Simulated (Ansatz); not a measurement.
# C (P6_3/mmc) in Ansatz: reference runs

How does C come out in PBEsol? The cell is run as given.

The COD entry that gives the cell may itself be a prediction, so a difference from it is no test against experiment.

All numbers are computed with Ansatz 0.2.0; they aren't measurements. Logs are shortened: lines on timing, memory, paths and dates and some standing lists are left out, and cuts for length are marked.

**1. The crystal as given**

It takes space group P6_3/mmc (No. 194, hexagonal). The conventional cell has a = 2.522 Å, b = 2.522 Å, c = 8.237 Å, α = 90.00°, β = 90.00°, γ = 120.00°. Around C (site symmetry 3m) lie 4 C at 1.54 Å. Around C (site symmetry 3m) lie 4 C at 1.54 Å.

This is a hexagonal form of diamond, not graphite.

**2. Single point, PBEsol**

Contents of input.yaml:

```yaml
crystal:
  lattice:
    - [2.5221, 0.0, 0.0]
    - [-1.26105, 2.1842026709, 0.0]
    - [0.0, 0.0, 8.2371]
  atoms:
    - { symbol: C, position: [0.6666666667, 0.3333333333, 0.84375] }
    - { symbol: C, position: [0.3333333333, 0.6666666667, 0.34375] }
    - { symbol: C, position: [0.6666666667, 0.3333333333, 0.65625] }
    - { symbol: C, position: [0.3333333333, 0.6666666667, 0.15625] }
    - { symbol: C, position: [0.0, 0.0, 0.90625] }
    - { symbol: C, position: [0.0, 0.0, 0.40625] }
    - { symbol: C, position: [0.0, 0.0, 0.59375] }
    - { symbol: C, position: [0.0, 0.0, 0.09375] }
kpoints:
  mp_grid: { grid: [12, 12, 4] }
scf:
  occupations: { method: fermi_dirac, width: 0.05 }
hamiltonian:
  xc: pbesol
  pseudopotentials: { kind: all_electron, lapw: { basis_error: 0.001 } }
output:
  forces: true
  stress: true
  eigenvalues: true
  populations: true
```

Potentials or basis: all-electron LAPW, scalar-relativistic.

Started as:

```sh
> ansatz run input.yaml --threads 4 --pin off --max-ram 12288MiB --backend cpu --events-out ev --progress --plain --runs-dir out
```

Standard output:

```text
Warning: RAYON_NUM_THREADS=4 ignored (pool sized by the plan → 4); use --threads N
C: projections on atomic orbitals take those of the free atom 1s2 2s2 2p2, of charge +0.00 (hamiltonian.pseudopotentials.projection_atoms)
LAPW: plane waves up to 10.860 Å⁻¹, error target 1.0e-3 eV per atom; small_component_spin mean_spin; C in spheres of 0.772 Å, 6 of its electrons in bands, Dirac shells [] (how accurate: hamiltonian.pseudopotentials.lapw.basis_error, Limitations)
Engine: ansatz 0.2.0, x86_64-unknown-linux-gnu
Pseudopotentials: kind: all_electron
Pseudopotential: C, LAPW, valence charge 6, lapw/all_electron/scalar/gaussian/C, Koelling and Harmon's equation, gaussian nucleus
Functional definition: PBEsol
  exchange = pbesol_x
  correlation = pbesol_c
Crystal: 8 atoms, lattice volume = 45.376 Å³
Basis set: ecut = 449.30808106024824 eV, 1019 PW (Γ), exchange–correlation at level 2
Bands: 32, of which v1, the nominal top of the filled ones, is band 24 counted from 1 (23 counted from 0)
Symmetry: 24 space group operations
Space group: P63/mmc (ITA 194), of the structure as read, at distance tolerance 3.6e-5 Å
k-points: 57 of 576
Non-local potential: C, projectors of the file, none
Initial density: superposition of atomic densities (chi_scale 0.1, normalization cell)
Initial wavefunctions: plane waves of lowest kinetic energy (no species holds an atomic orbital)
Functional: x = pbesol(κ = 0.804, μ = 0.12345679012345678), c = pbesol(β = 0.046)
iter 1 solved again at ethr=1.23e-2 eV; its pass at ethr=1.00e-1 eV (dr2=5.90e0 eV) is discarded
SCF iter   1: F=—  HF=-8263.433163 eV  |F-HF|=—  |Δ(HF+E_count)|=         —  Δρ=1.35e-1  dr2=5.92e0  ethr=1.23e-2  ⟨swp⟩=2.1  Hψ=13504  notcnv=0
preconditioner: auto → none  [insulator: Δε(μ)=5.135 eV  Ē_g=17.140 eV  σ=0.050 eV  W_gap=1.00  n_scr=6 (ndim 8)  ℏωp=31.2 eV  f_vac=0.000  D(μ)=0.00/eV (n_scr^D=0)  ε∞_Penn≈4.3]
SCF iter   2: F=—  HF=-8260.997131 eV  |F-HF|=—  |Δ(HF+E_count)|=    2.44e0  Δρ=5.25e-2  dr2=8.26e-1  ethr=1.23e-2  ⟨swp⟩=3.0  Hψ=4895  notcnv=0  defer=2
iter 3 solved again at ethr=5.39e-6 eV; its pass at ethr=1.72e-3 eV (dr2=2.59e-3 eV) is discarded
SCF iter   3: F=—  HF=-8260.695144 eV  |F-HF|=—  |Δ(HF+E_count)|=   3.02e-1  Δρ=4.04e-3  dr2=2.59e-3  ethr=5.39e-6  ⟨swp⟩=3.0  Hψ=9459  notcnv=0
SCF iter   4: F=—  HF=-8260.695929 eV  |F-HF|=—  |Δ(HF+E_count)|=   7.85e-4  Δρ=1.79e-3  dr2=2.37e-3  ethr=5.39e-6  ⟨swp⟩=3.0  Hψ=5114  notcnv=0
SCF iter   5: F=—  HF=-8260.695161 eV  |F-HF|=—  |Δ(HF+E_count)|=   7.68e-4  Δρ=2.54e-4  dr2=1.64e-5  ethr=4.93e-6  ⟨swp⟩=3.0  Hψ=4547  notcnv=0
SCF iter   6: F=—  HF=-8260.695173 eV  |F-HF|=—  |Δ(HF+E_count)|=   1.20e-5  Δρ=6.95e-5  dr2=6.83e-7  ethr=3.43e-8  ⟨swp⟩=3.0  Hψ=4888  notcnv=0
SCF iter   7: F=-8260.695174 eV  HF=-8260.695174 eV  |F-HF|=5.22e-8  |Δ(HF+E_count)|=   9.84e-7  Δρ=1.27e-5  dr2=8.11e-8  ethr=1.42e-9  ⟨swp⟩=3.0  Hψ=4932  notcnv=0
SCF 1 converged in 7 iterations: F = -8260.695174 eV  dr2 = 8.11e-8
SCF converged after 7 iterations
Free energy (F): -8260.695174 eV
Harris-Foulkes:  -8260.695174 eV  (|F-HF|=5.22e-8)
Internal energy: -8260.695174 eV  (E = F + TS)
E sigma→0 (E₀):  -8260.695174 eV
Fermi energy:    15.839796 eV
--- Per-component energies (eV) ---
  E_band       = -3866.000095
  E_kinetic    = 8222.421595
  E_xc         = -1146.221188
  E_electrostatic = -15336.895580  (all electrons and nuclei)
  E_smearing   = -0.000000  (= −TS)
  E_closure    = 0.000000  (closes the sum)
  E_atoms      = -8183.738867  (free atoms, spherical and without spin; not in F)
  Σ components = -8260.695174   (vs F -8260.695174, Δ=0.00e0)
  Basis errors (estimates in eV, not in F): energy 6.5e-4 per atom: plane waves 6.2e-4 (3.9e-4 summed), levels above the bands 2.5e-55, relativity 4.2e-9, radial functions 4.0e-5, core shells 0.0e0; eigenvalues (radial functions only) 1.6e-6; not estimated: angular momenta, meshes, grids; target (lapw.basis_error) 1.0e-3; muffin-tin radii C 0.772 Å
--- Forces (eV/Å), atoms counted from 1 ---
  atom   1  C      0.00000000    -0.00000000     0.32613844
  atom   2  C      0.00000000     0.00000000     0.32613844
  atom   3  C      0.00000000     0.00000000    -0.32613844
  atom   4  C     -0.00000000     0.00000000    -0.32613844
  atom   5  C      0.00000000     0.00000000     0.32916420
  atom   6  C      0.00000000    -0.00000000     0.32916420
  atom   7  C      0.00000000     0.00000000    -0.32916420
  atom   8  C      0.00000000    -0.00000000    -0.32916420
  max |Σ_I F_I| component: 2.20e-17 eV/Å
--- Stress (GPa, compression-positive) ---
       -8.433680      -0.000000       0.000000
        0.000000      -8.433680       0.000000
        0.000000       0.000000       4.005394
  P = ⅓ Tr σ = -4.2873 GPa (-42.873 kbar)
--- Band table (eV; the first three rows and the last of 57) ---
  k-point 0: bands = ["-250.8372", "-250.8360", "-250.8358", "-250.8341", "-250.8281", "-250.8264", "-250.8262", "-250.8250", "-7.9237", "-6.2255", "-6.1754", "-2.0612", "0.1237", "6.9731", "7.0500", "10.6942", "10.6942", "11.7660", "11.7660", "11.9946", "11.9946", "13.5146", "13.7412", "13.7412", "18.8725", "18.8725", "19.4011", "20.6772", "20.6772", "21.0724", "21.6450", "21.6450"]
  k-point 1: bands = ["-250.8371", "-250.8364", "-250.8353", "-250.8343", "-250.8279", "-250.8269", "-250.8258", "-250.8251", "-7.8151", "-6.9505", "-5.2488", "-2.8770", "1.1197", "4.8947", "9.1538", "10.7724", "10.7724", "11.3724", "11.3724", "12.4713", "12.4713", "12.8206", "13.5441", "13.5441", "19.1017", "19.1017", "19.7556", "20.3092", "20.3092", "20.8993", "21.9080", "21.9080"]
  k-point 2: bands = ["-250.8368", "-250.8368", "-250.8347", "-250.8347", "-250.8275", "-250.8275", "-250.8254", "-250.8254", "-7.4900", "-7.4900", "-4.1166", "-4.1166", "2.8936", "2.8936", "11.0032", "11.0032", "11.0032", "11.0032", "11.1818", "11.1818", "13.0597", "13.0597", "13.0597", "13.0597", "19.6632", "19.6632", "19.6632", "19.6632", "20.4087", "20.4087", "21.9404", "21.9404"]
  k-point 56: bands = ["-250.8328", "-250.8328", "-250.8324", "-250.8324", "-250.8298", "-250.8298", "-250.8294", "-250.8294", "-0.4999", "-0.4999", "-0.3794", "-0.3794", "1.9907", "1.9907", "2.7339", "2.7339", "4.3001", "4.3001", "5.1276", "5.1276", "8.3570", "8.3570", "8.6087", "8.6087", "18.7923", "18.7923", "23.4629", "23.4629", "24.7092", "24.7092", "25.4596", "25.4596"]
--- Löwdin populations: 8 sites ---
  site symbol       q [e]
     0      C      5.9911
     1      C      5.9911
     2      C      5.9911
     3      C      5.9911
     4      C      5.9805
     5      C      5.9805
     6      C      5.9805
     7      C      5.9805
  spilling = 0.002362 (of n_electrons = 48.000000)
```

Run time: 5.5 s. Hardware: 4 threads of Intel Xeon 6975P-C (Granite Rapids), shared host; peak memory 0.57 GiB.

Results:

| Quantity | Value |
| --- | --- |
| Free energy | -8260.6952 eV |
| Pressure | -4.3 GPa |
| Largest force | 0.329 eV/Å |
| Band gap on the k mesh | 4.28 eV, indirect (least direct gap 5.13 eV) |

Forces on the atoms (eV/Å):
```
C    0.000  0.000  0.326
C    0.000  0.000  0.326
C    0.000  0.000 -0.326
C    0.000  0.000 -0.326
C    0.000  0.000  0.329
C    0.000  0.000  0.329
C    0.000  0.000 -0.329
C    0.000  0.000 -0.329
```
